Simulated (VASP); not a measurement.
# Mo (Im-3m) in VASP: notebook

Runs on Mo. Level: PBE. Tasks: relaxation of cell and atoms.

All numbers are computed with VASP 6.6.1; they aren't measurements. Logs are shortened: lines on timing, memory, paths and dates and some standing lists are left out, and cuts for length are marked.

## 1. Starting point

It takes space group Im-3m (No. 229, cubic). The conventional cell has a = 3.147 Å, b = 3.147 Å, c = 3.147 Å, α = 90.00°, β = 90.00°, γ = 90.00°. Around Mo (site symmetry m-3m) lie 8 Mo at 2.73 Å.

## 2. Relaxation of cell and atoms, PBE

Contents of INCAR:

```
SYSTEM = Mo
ALGO = Normal
AMIX = 0.2
EDIFF = 1E-7
EDIFFG = -0.002
ENCUT = 520
GGA = PE
IBRION = 2
ISIF = 3
ISMEAR = 0
LASPH = .True.
LCHARG = .False.
LREAL = .False.
LWAVE = .False.
NELM = 100
NSW = 80
PREC = Accurate
SIGMA = 0.1
```

Contents of KPOINTS:

```
k-points
0
Gamma
  18 18 18
  0 0 0
```

Contents of POSCAR:

```
Mo
1.0
   -1.5734150000      1.5734150000      1.5734150000
    1.5734150000     -1.5734150000      1.5734150000
    1.5734150000      1.5734150000     -1.5734150000
Mo
1
Direct
    0.0000000000      0.0000000000      0.0000000000
```

Potentials or basis: VASP PAW PBE potentials, release 64 (Mo_sv).

Started as:

```console
$ cat potpaw_PBE.64/Mo_sv/POTCAR > POTCAR
$ mpirun -np 1 vasp_std > vasp.out
```

OUTCAR:

```text
SYSTEM = Mo
   AMIX = 0.2
   EDIFF = 1E-7
   EDIFFG = -0.002
   ENCUT = 520
   GGA = PE
   IBRION = 2
   ISIF = 3
   ISMEAR = 0
   LASPH = .True.
   LREAL = .False.
   NELM = 100
   NSW = 80
   PREC = Accurate

 ion  position               nearest neighbor table
   1  0.000  0.000  0.000-

  LATTYP: Found a body centered cubic cell.
 ALAT       =     3.1468300000

  Lattice vectors:

 A1 = (  -1.5734150000,   1.5734150000,   1.5734150000)
 A2 = (   1.5734150000,  -1.5734150000,   1.5734150000)
 A3 = (   1.5734150000,   1.5734150000,  -1.5734150000)

Analysis of symmetry for initial positions (statically):
=====================================================================
 Subroutine PRICEL returns:
 Original cell was already a primitive cell.

 Routine SETGRP: Setting up the symmetry group for a
 body centered cubic supercell.

 Subroutine GETGRP returns: Found 48 space group operations
 (whereof 48 operations were pure point group operations)
 out of a pool of 48 trial point group operations.

The static configuration has the point symmetry O_h .

Analysis of symmetry for dynamics (positions and initial velocities):
=====================================================================
 Subroutine PRICEL returns:
 Original cell was already a primitive cell.

 Routine SETGRP: Setting up the symmetry group for a
 body centered cubic supercell.

 Subroutine GETGRP returns: Found 48 space group operations
 (whereof 48 operations were pure point group operations)
 out of a pool of 48 trial point group operations.

The dynamic configuration has the point symmetry O_h .

 Subroutine INISYM returns: Found 48 space group operations
 (whereof 48 operations are pure point group operations),
 and found     1 'primitive' translations

----------------------------------------------------------------------------------------

                                     Primitive cell

  volume of cell :      15.5808

  direct lattice vectors                    reciprocal lattice vectors
    -1.573415000  1.573415000  1.573415000     0.000000000  0.317780115  0.317780115
     1.573415000 -1.573415000  1.573415000     0.317780115  0.000000000  0.317780115
     1.573415000  1.573415000 -1.573415000     0.317780115  0.317780115  0.000000000

  length of vectors
     2.725234721  2.725234721  2.725234721     0.449408949  0.449408949  0.449408949

[... 93 lines left out ...]
   ISMEAR =     0;   SIGMA  =   0.10  broadening in eV -4-tet -1-fermi 0-gaus
   EFERMI_NEDOS =   21; number of points for ismear=-14 and -15
   IALGO  =     38    algorithm
   IMIX   =      4    mixing-type and parameters
     AMIX     =   0.20;   BMIX     =  1.00
     AMIX_MAG =   0.80;   BMIX_MAG =  1.00
  volume/ion in A,a.u.               =      15.58       105.14
  Fermi-wavevector in a.u.,A,eV,Ry     =   1.579747  2.985289 33.954710  2.495601
  Thomas-Fermi vector in A             =   2.680079
   LORBIT       =      0    0 simple, 1 ext, 2 COOP (PROOUT), +10 PAW based schemes
   GGA     = PE    functional components
   LHFCALC =     F    Hartree Fock is set to
   AEXX    =    0.0000 exact exchange contribution
   IVDW    =     0    specifies the selected vdW correction
   LEPSILON=     F    determine dielectric tensor
   LRPA    =     F    only Hartree local field effects (RPA)
 conjugate gradient relaxation of ions
 non-spin polarized calculation
 Gauss-broadening in eV      SIGMA  =   0.10
  energy-cutoff  :      520.00
  volume of cell :       15.58
 maximum number of plane-waves:       432
   NGX = 11   NGY = 11   NGZ = 11

--------------------------------------- Ionic step        1  -------------------------------------------

 number of electron      14.0000001 magnetization

 Free energy of the ion-electron system (eV)
  ---------------------------------------------------
  ext. energy  EPLUGINS =         0.00000000
  ---------------------------------------------------
  free energy    TOTEN  =       -10.93204048 eV

  energy without entropy =      -10.92954813  energy(sigma->0) =      -10.93079431

------------------------ aborting loop because EDIFF is reached ----------------------------------------

  FORCE on cell =-STRESS in cart. coord.  units (eV):
  Direction    XX          YY          ZZ          XY          YZ          ZX
  --------------------------------------------------------------------------------------
  -------------------------------------------------------------------------------------
  Total        0.3884296      0.3884296      0.3884296     -0.0000000     -0.0000000      0.0000000
  in kB       39.9423022     39.9423022     39.9423022     -0.0000000     -0.0000000      0.0000000
  external PRESSURE =      39.9423022 kB  Pullay stress =       0.0000000 kB
[... 92 lines left out ...]
--------------------------------------- Ionic step        4  -------------------------------------------

 number of electron      14.0000004 magnetization

 Free energy of the ion-electron system (eV)
  ---------------------------------------------------
  ext. energy  EPLUGINS =         0.00000000
  ---------------------------------------------------
  free energy    TOTEN  =       -10.93490950 eV

  energy without entropy =      -10.93223370  energy(sigma->0) =      -10.93357160

 E-fermi :  12.4250     XC(G=0): -13.3252

 val. band max:       12.4032987982   @ k =   0.3889   0.1111   0.0000
 cond. band min:      12.4292804426   @ k =  -0.3889   0.4444   0.2778
 fundamental gap:      0.0259816444
 Fermi energy:        12.4249599111

 k-point     1 :       0.0000    0.0000    0.0000
  band No.  band energies     occupation
      1     -48.8718      2.00000
      2     -22.1643      2.00000
      3     -22.1643      2.00000
      4     -22.1643      2.00000
      5       5.2106      2.00000
      6      11.0659      2.00000
      7      11.0659      2.00000
      8      11.0659      2.00000
      9      14.0490      0.00000
     10      14.0490      0.00000
     11      27.2221      0.00000
[... 309 lines left out ...]
 k-point    24 :       0.3889    0.1111    0.0000
  band No.  band energies     occupation
      1     -48.6192      2.00000
      2     -23.4301      2.00000
      3     -22.6327      2.00000
      4     -22.2336      2.00000
      5       7.5600      2.00000
      6       9.2150      2.00000
      7      12.4033      1.24065
      8      13.9486      0.00000
      9      15.0636      0.00000
     10      17.7130      0.00000
     11      23.9659      0.00000

 [... further k-points ...]
[... 5 lines left out ...]
  --------------------------------------------------------------------------------------
  -------------------------------------------------------------------------------------
  Total        0.0014249      0.0014249      0.0014249      0.0000000     -0.0000000      0.0000000
  in kB        0.1443687      0.1443687      0.1443687      0.0000000     -0.0000000      0.0000000
  external PRESSURE =       0.1443687 kB  Pullay stress =       0.0000000 kB
[... 16 lines left out ...]
  FREE ENERGIE OF THE ION-ELECTRON SYSTEM (eV)
  ---------------------------------------------------
  free  energy   TOTEN  =       -10.9349095018 eV

  energy  without entropy=      -10.9322336963  energy(sigma->0) =      -10.93357160

 reached required accuracy - stopping structural energy minimisation
```

Run time: 30 s. Hardware: 1 thread of Intel Xeon 6975P-C (Granite Rapids), shared host; peak memory 0.15 GiB.

Results:

| Property | Result |
| --- | --- |
| Free energy | -10.9349 eV |
| Relaxed volume | 15.81 Å³/atom |
| Relaxed cell | a = 2.739 Å, b = 2.739 Å, c = 2.739 Å, α = 109.47°, β = 109.47°, γ = 109.47° |
| Space group after relaxing (to 0.05 Å) | Im-3m (No. 229) |
| Energy gained by relaxing | 2.9 meV/atom |
| Ionic steps | 4 |
| Pressure after relaxing | 0.0 GPa |
| Band gap on the k mesh | none (metal or under the smearing width) |

Step by step:
| step | energy change (eV) | largest force (eV/Å) | pressure (GPa) | volume (Å³) |
| --- | --- | --- | --- | --- |
| 1 | 0.0000 | 0.0000 | 3.99 | 15.58 |
| 2 | 0.0178 | 0.0000 | -9.68 | 16.47 |
| 3 | -0.0029 | 0.0000 | -0.06 | 15.82 |
| 4 | -0.0029 | 0.0000 | 0.01 | 15.81 |

Final structure:
```
CELL_PARAMETERS angstrom
-1.58122 1.58122 1.58122
1.58122 -1.58122 1.58122
1.58122 1.58122 -1.58122
ATOMIC_POSITIONS crystal
Mo 0.00000 0.00000 0.00000
```

Levels at points of the mesh, in eV from the Fermi level:
```csv
k point,band 4,band 5,band 6,band 7,band 8,band 9,band 10,band 11
"(0.00, 0.00, 0.00)",-34.59,-7.21,-1.36,-1.36,-1.36,1.62,1.62,14.80
"(0.50, 0.00, 0.00)",-34.60,-5.27,-3.36,1.57,1.65,2.27,4.65,11.45
"(0.50, 0.50, 0.50)",-35.52,-5.37,-5.37,3.90,3.90,3.90,8.96,8.96
```

## 3. Relaxation of cell and atoms, PBE

This run uses another cell than the first one, of 15.81 Å³/atom, 1.015 times its volume.

INCAR is that of step 2.

KPOINTS is that of step 2.

Contents of POSCAR:

```
Mo                                      
1.0
   -1.5812181569      1.5812181569      1.5812181569
    1.5812181569     -1.5812181569      1.5812181569
    1.5812181569      1.5812181569     -1.5812181569
  Mo            
     1
Direct
     0.0000000000000000    0.0000000000000000    0.0000000000000000
```

Potentials or basis: VASP PAW PBE potentials, release 64 (Mo_sv).

Started as:

```console
$ cat potpaw_PBE.64/Mo_sv/POTCAR > POTCAR
$ mpirun -np 1 vasp_std > vasp.out
```

OUTCAR:

```text
SYSTEM = Mo
   AMIX = 0.2
   EDIFF = 1E-7
   EDIFFG = -0.002
   ENCUT = 520
   GGA = PE
   IBRION = 2
   ISIF = 3
   ISMEAR = 0
   LASPH = .True.
   LREAL = .False.
   NELM = 100
   NSW = 80
   PREC = Accurate

 ion  position               nearest neighbor table
   1  0.000  0.000  0.000-

  LATTYP: Found a body centered cubic cell.
 ALAT       =     3.1624363138

  Lattice vectors:

 A1 = (  -1.5812181569,   1.5812181569,   1.5812181569)
 A2 = (   1.5812181569,  -1.5812181569,   1.5812181569)
 A3 = (   1.5812181569,   1.5812181569,  -1.5812181569)

Analysis of symmetry for initial positions (statically):
=====================================================================
 Subroutine PRICEL returns:
 Original cell was already a primitive cell.

 Routine SETGRP: Setting up the symmetry group for a
 body centered cubic supercell.

 Subroutine GETGRP returns: Found 48 space group operations
 (whereof 48 operations were pure point group operations)
 out of a pool of 48 trial point group operations.

The static configuration has the point symmetry O_h .

Analysis of symmetry for dynamics (positions and initial velocities):
=====================================================================
 Subroutine PRICEL returns:
 Original cell was already a primitive cell.

 Routine SETGRP: Setting up the symmetry group for a
 body centered cubic supercell.

 Subroutine GETGRP returns: Found 48 space group operations
 (whereof 48 operations were pure point group operations)
 out of a pool of 48 trial point group operations.

The dynamic configuration has the point symmetry O_h .

 Subroutine INISYM returns: Found 48 space group operations
 (whereof 48 operations are pure point group operations),
 and found     1 'primitive' translations

----------------------------------------------------------------------------------------

                                     Primitive cell

  volume of cell :      15.8138

  direct lattice vectors                    reciprocal lattice vectors
    -1.581218157  1.581218157  1.581218157     0.000000000  0.316211901  0.316211901
     1.581218157 -1.581218157  1.581218157     0.316211901  0.000000000  0.316211901
     1.581218157  1.581218157 -1.581218157     0.316211901  0.316211901  0.000000000

  length of vectors
     2.738750186  2.738750186  2.738750186     0.447191160  0.447191160  0.447191160

  position of ions in fractional coordinates (direct lattice)
     0.000000000  0.000000000  0.000000000

  ion indices of the primitive-cell ions
   primitive index   ion index
                 1           1

----------------------------------------------------------------------------------------

 KPOINTS: k-points

Automatic generation of k-mesh.
 Grid dimensions read from file:
 generate k-points for:   18   18   18

 Generating k-lattice:

  Cartesian coordinates                     Fractional coordinates (reciprocal lattice)
     0.000000000  0.017567328  0.017567328     0.055555556  0.000000000  0.000000000
     0.017567328  0.000000000  0.017567328     0.000000000  0.055555556  0.000000000
     0.017567328  0.017567328  0.000000000     0.000000000  0.000000000  0.055555556

  Length of vectors
     0.024843953  0.024843953  0.024843953

  Shift w.r.t. Gamma in fractional coordinates (k-lattice)
     0.000000000  0.000000000  0.000000000

 Subroutine IBZKPT returns following result:
 ===========================================

 Found    195 irreducible k-points:

 Following reciprocal coordinates:
            Coordinates               Weight
  0.000000  0.000000  0.000000      1.000000
  0.055556  0.000000  0.000000     12.000000
  0.111111  0.000000  0.000000     12.000000
  0.166667  0.000000  0.000000     12.000000
  0.222222  0.000000  0.000000     12.000000
  0.277778  0.000000  0.000000     12.000000
[... 16 lines left out ...]
  0.333333  0.111111  0.000000     48.000000
  0.388889  0.111111  0.000000     48.000000
 [... further k-points ...]
   k-points           NKPTS =    195   k-points in BZ     NKDIM =    195   number of bands    NBANDS=     11
   number of dos      NEDOS =    301   number of ions     NIONS =      1
   total plane-waves  NPLWV =   8000
   dimension x,y,z NGX =    20 NGY =   20 NGZ =   20
   dimension x,y,z NGXF=    40 NGYF=   40 NGZF=   40
   ions per type =               1
   NGX,Y,Z   is equivalent  to a cutoff of  12.14, 12.14, 12.14 a.u.
   NGXF,Y,Z  is equivalent  to a cutoff of  24.28, 24.28, 24.28 a.u.
 SYSTEM =  Mo
   PREC   = accura    normal or accurate (medium, high low for compatibility)
   ISTART =      0    job   : 0-new  1-cont  2-samecut
   ICHARG =      2    charge: 1-file 2-atom 10-const
   ISPIN  =      1    spin polarized calculation?
   LNONCOLLINEAR =      F non collinear calculations
   LSORBIT =      F    spin-orbit coupling
   LASPH  =      T    aspherical Exc in radial PAW
   ENCUT  =  520.0 eV  38.22 Ry    6.18 a.u.   5.09  5.09  5.09*2*pi/ulx,y,z
   NELM   =    100;   NELMIN=  2; NELMDL= -5     # of ELM steps
   EDIFF  = 0.1E-06   stopping-criterion for ELM
   LREAL  =      F    real-space projection
   EDIFFG = -.2E-02   stopping-criterion for IOM
   NSW    =     80    number of steps for IOM
   IBRION =      2    ionic relax: 0-MD 1-quasi-New 2-CG
   NFREE  =      1    steps in history (QN), initial steepest desc. (CG)
   ISIF   =      3    stress and relaxation
   ISYM   =      2    0-nonsym 1-usesym 2-fastsym
   POTIM  = 0.5000    time-step for ionic-motion
   TEBEG  =    0.0;   TEEND  =   0.0 temperature during run
   PSTRESS=    0.0 pullay stress
   NELECT =      14.0000    total number of electrons
   NUPDOWN=      -1.0000    fix difference up-down
   EMIN   =  10.00;   EMAX   =-10.00  energy-range for DOS
   EFERMI =   0.00;   METHOD = LEGACY
   ISMEAR =     0;   SIGMA  =   0.10  broadening in eV -4-tet -1-fermi 0-gaus
   EFERMI_NEDOS =   21; number of points for ismear=-14 and -15
   IALGO  =     38    algorithm
   IMIX   =      4    mixing-type and parameters
     AMIX     =   0.20;   BMIX     =  1.00
     AMIX_MAG =   0.80;   BMIX_MAG =  1.00
  volume/ion in A,a.u.               =      15.81       106.72
  Fermi-wavevector in a.u.,A,eV,Ry     =   1.571951  2.970557 33.620411  2.471031
  Thomas-Fermi vector in A             =   2.673458
   LORBIT       =      0    0 simple, 1 ext, 2 COOP (PROOUT), +10 PAW based schemes
   GGA     = PE    functional components
   LHFCALC =     F    Hartree Fock is set to
   AEXX    =    0.0000 exact exchange contribution
   IVDW    =     0    specifies the selected vdW correction
   LEPSILON=     F    determine dielectric tensor
   LRPA    =     F    only Hartree local field effects (RPA)
 conjugate gradient relaxation of ions
 non-spin polarized calculation
 Gauss-broadening in eV      SIGMA  =   0.10
  energy-cutoff  :      520.00
  volume of cell :       15.81
 maximum number of plane-waves:       438
   NGX = 11   NGY = 11   NGZ = 11

 number of electron      14.0000004 magnetization

 Free energy of the ion-electron system (eV)
  ---------------------------------------------------
  ext. energy  EPLUGINS =         0.00000000
  ---------------------------------------------------
  free energy    TOTEN  =       -10.93501246 eV

  energy without entropy =      -10.93233665  energy(sigma->0) =      -10.93367455

 E-fermi :  12.4249     XC(G=0): -13.3252

 val. band max:       12.4032892987   @ k =   0.3889   0.1111   0.0000
 cond. band min:      12.4292589222   @ k =  -0.3889   0.4444   0.2778
 fundamental gap:      0.0259696234
 Fermi energy:        12.4249443730

 k-point     1 :       0.0000    0.0000    0.0000
  band No.  band energies     occupation
      1     -48.8718      2.00000
      2     -22.1644      2.00000
      3     -22.1644      2.00000
      4     -22.1644      2.00000
      5       5.2106      2.00000
      6      11.0659      2.00000
      7      11.0659      2.00000
      8      11.0659      2.00000
      9      14.0490      0.00000
     10      14.0490      0.00000
     11      27.2221      0.00000
[... 309 lines left out ...]
 k-point    24 :       0.3889    0.1111    0.0000
  band No.  band energies     occupation
      1     -48.6192      2.00000
      2     -23.4301      2.00000
      3     -22.6327      2.00000
      4     -22.2336      2.00000
      5       7.5600      2.00000
      6       9.2150      2.00000
      7      12.4033      1.24058
      8      13.9486      0.00000
      9      15.0636      0.00000
     10      17.7130      0.00000
     11      23.9658      0.00000

 [... further k-points ...]
[... 5 lines left out ...]
  --------------------------------------------------------------------------------------
  -------------------------------------------------------------------------------------
  Total        0.0011031      0.0011031      0.0011031     -0.0000000      0.0000000      0.0000000
  in kB        0.1117658      0.1117658      0.1117658     -0.0000000      0.0000000      0.0000000
  external PRESSURE =       0.1117658 kB  Pullay stress =       0.0000000 kB

 VOLUME and BASIS-vectors are now :
 -----------------------------------------------------------------------------
  energy-cutoff  :      520.00
  volume of cell :       15.81
      direct lattice vectors                 reciprocal lattice vectors
    -1.581218157  1.581218157  1.581218157     0.000000000  0.316211901  0.316211901
     1.581218157 -1.581218157  1.581218157     0.316211901  0.000000000  0.316211901
     1.581218157  1.581218157 -1.581218157     0.316211901  0.316211901  0.000000000

 POSITION                                       TOTAL-FORCE (eV/Angst)
 -----------------------------------------------------------------------------------
      0.00000      0.00000      0.00000         0.000000      0.000000      0.000000
 -----------------------------------------------------------------------------------
    total drift:                                0.000000      0.000000     -0.000000

  FREE ENERGIE OF THE ION-ELECTRON SYSTEM (eV)
  ---------------------------------------------------
  free  energy   TOTEN  =       -10.9350124577 eV

  energy  without entropy=      -10.9323366498  energy(sigma->0) =      -10.93367455

 reached required accuracy - stopping structural energy minimisation
```

CONTCAR:

```text
Mo
   1.00000000000000
    -1.5812181568999999    1.5812181568999999    1.5812181568999999
     1.5812181568999999   -1.5812181568999999    1.5812181568999999
     1.5812181568999999    1.5812181568999999   -1.5812181568999999
  Mo
     1
Direct
     0.0000000000000000    0.0000000000000000    0.0000000000000000

  0.00000000E+00  0.00000000E+00  0.00000000E+00
```

Run time: 11 s. Hardware: 1 thread of Intel Xeon 6975P-C (Granite Rapids), shared host; peak memory 0.14 GiB.

What came out:

- Free energy: -10.9350 eV
- Pressure after relaxing: 0.0 GPa
- Band gap on the k mesh: none (metal or under the smearing width)

Final structure:
```xyz
1
Lattice="-1.5812 1.5812 1.5812 1.5812 -1.5812 1.5812 1.5812 1.5812 -1.5812" Properties=species:S:1:pos:R:3 pbc="T T T"
Mo    0.0000    0.0000    0.0000
```

Levels at points of the mesh, in eV from the Fermi level:
| k point | band 5 | band 6 | band 7 | band 8 | band 9 | band 10 |
| --- | --- | --- | --- | --- | --- | --- |
| (0.00, 0.00, 0.00) | -7.21 | -1.36 | -1.36 | -1.36 | 1.62 | 1.62 |
| (0.50, 0.00, 0.00) | -5.27 | -3.36 | 1.57 | 1.65 | 2.27 | 4.65 |
| (0.50, 0.50, 0.50) | -5.37 | -5.37 | 3.90 | 3.90 | 3.90 | 8.96 |

Caveat: the relaxation stopped at its first step, so nothing moved.
